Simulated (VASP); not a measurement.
A run of VASP 6.6.1 is set up as follows.

INCAR

```
SYSTEM = Hf
PREC     = Accurate       ! precision mode
ENCUT    = 520            ! plane-wave cutoff, eV
EDIFF    = 1E-6           ! SCF threshold, eV
ISMEAR   = 0              ! smearing method
SIGMA    = 0.15           ! smearing width, eV
LREAL    = .False.        ! projectors in reciprocal space
LASPH    = .True.         ! aspherical terms in the spheres
NELM     = 100            ! most SCF steps
ALGO     = Fast           ! electronic algorithm
ISIF     = 2              ! what is computed and relaxed
LWAVE    = .False.        ! write WAVECAR
LCHARG   = .False.        ! write CHGCAR
GGA      = PS             ! functional
NBANDS   = 11             ! bands
```

File KPOINTS:

```
Automatic mesh
0
Gamma
  20 20 20
  0 0 0
```

POSCAR

```
Hf
1.0
    0.0000000000      2.4919911933      1.7618377736
    2.4919911933      0.0000000000      1.7618377736
    2.4919911933      2.4919911933      0.0000000000
Hf
1
Direct
    0.0000000000      0.0000000000      0.0000000000
```

Potentials or basis: VASP PAW PBE potentials, release 64 (Hf_pv).

The run is started by

```bash
$ cat potpaw_PBE.64/Hf_pv/POTCAR > POTCAR
$ mpirun -np 1 vasp_std > vasp.out
```

What does it give for the pressure?

-3.0 GPa.

Predict the band gap on the k mesh.

none (metal or under the smearing width).

Caveat: the PAW data sets were made with another functional, which shifts forces and pressure a little. The run has no spin-orbit coupling, so splittings on Hf are missing.
